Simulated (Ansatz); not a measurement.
Here is an unrelaxed guess for ZrSi2.

```cif
data_structure
_symmetry_space_group_name_H-M 'I-4m2'
_symmetry_Int_Tables_number 119
_cell_length_a 3.6427
_cell_length_b 3.6427
_cell_length_c 7.1185
_cell_angle_alpha 90.000
_cell_angle_beta 90.000
_cell_angle_gamma 90.000
_cell_volume 94.46
loop_
_atom_site_label
_atom_site_type_symbol
_atom_site_symmetry_multiplicity
_atom_site_Wyckoff_symbol
_atom_site_fract_x
_atom_site_fract_y
_atom_site_fract_z
_atom_site_occupancy
Zr1 Zr 2 b 0.50000 0.50000 0.00000 1
Si1 Si 2 a 0.00000 0.00000 0.00000 1
Si2 Si 2 c 0.00000 0.50000 0.25000 1
```

Method: DFT PBE, scalar-relativistic, plane waves, PAW (Ansatz 0.2.0). Plane waves to 420 eV, a k mesh through Γ of 6×6×6 on the computed 3-atom cell and Gaussian smearing (0.10 eV); no spin polarisation.

The zero of energy is the elements' standard structures at the same level; no fitted shifts are applied.

Task: Estimate its pressure, forces and energy as it stands.

Result: The pressure is 29.2 GPa (the mean over three directions, positive in compression), the largest force is 0.00 eV/Å (symmetry fixes the atoms), and the energy is +0.31 eV/atom against the elements. The shortest distance is 2.55 Å.

Task: How much does it gain on relaxing, and where does it end?

Result: Relaxing gains about 0.29 eV/atom (the start's value is from the coarse mesh, so the gain is rough) in 10 ionic steps and ends at +0.02 eV/atom on the finer mesh. The symmetry stays I-4m2 (No. 119). The volume per atom grows by 23.2 %, from 15.7 to 19.4 Å³. The shortest distance goes from 2.55 Å (Zr–Si and Si–Si) to 2.74 Å (Zr–Si and Si–Si). Conventional cell: a = 3.880 Å, c = 7.730 Å. Zr is surrounded by 8 Si at 2.74 Å; around Si on its first site lie 4 Si at 2.74 Å and 4 Zr at 2.74 Å; around Si on its second site lie 4 Si at 2.74 Å and 4 Zr at 2.74 Å.

The last run used a 16×16×16 mesh for its 3-atom cell and Gaussian smearing of 0.10 eV. The k mesh leaves some 4 meV/atom of noise in the energy of each metallic cell. The relaxation can't lower the symmetry of the start. Symmetry constrained the relaxation, so the result can be a saddle point. Another cell of ZrSi2 relaxed alike, in Cmcm (a cell as deposited in COD), lies 0.69 eV/atom lower, so this cell isn't the stable form at this level.
